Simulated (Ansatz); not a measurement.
# Mn under changes of volume

One of the cells (10.754 Å³/atom); the others are scaled copies at fixed shape and fractional positions:

```xyz
2
Lattice="2.4836 0.0000 0.0000 -1.2418 2.1509 0.0000 0.0000 0.0000 4.0262" Properties=species:S:1:pos:R:3 pbc="T T T"
Mn    0.0000    1.4339    1.0065
Mn    1.2418    0.7170    3.0196
```

This isn't the form of Mn at room conditions, which is a 58-atom cubic cell.

```yaml
Program: Ansatz 0.2.0
Functional: r2SCAN
Potentials_or_basis: Ansatz PAW
Cutoff: "500 eV (not typed: the program's choice for these potentials)"
k_mesh: 12 × 12 × 7
Occupations: fermi-dirac, width 0.05 eV
Spin: collinear spin, ferromagnetic start
Starting_moments: "[4.0, 4.0] μB"
```

```tsv
volume (Å³/atom)	energy over the lowest point (meV/atom)	pressure (GPa)
10.109	83.85	22.4
10.324	58.05	16.6
10.539	39.77	11.8
10.754	27.18	9.5
10.969	?	?
11.184	0.00	8.4
```

Task: What does the run at 10.969 Å³/atom give?

Result: Energy over the lowest point 13.32 meV/atom; pressure 11.1 GPa.

Worked out: A Birch-Murnaghan fit of order 3 (a polynomial in V^(-2/3)) to the other rows has no minimum within the range. It gives 14.54 meV/atom at 10.969 Å³/atom, against the run's 13.32, and -dE/dV = 9.7 GPa, against 11.1.

Energies are extrapolated to zero smearing.

Caveats: the magnetic or orbital state may not be the lowest; the PAW data sets come from PBE, with cores solved anew for the run's functional, which leaves a small shift of forces and pressure; the starting moments weren't kept.
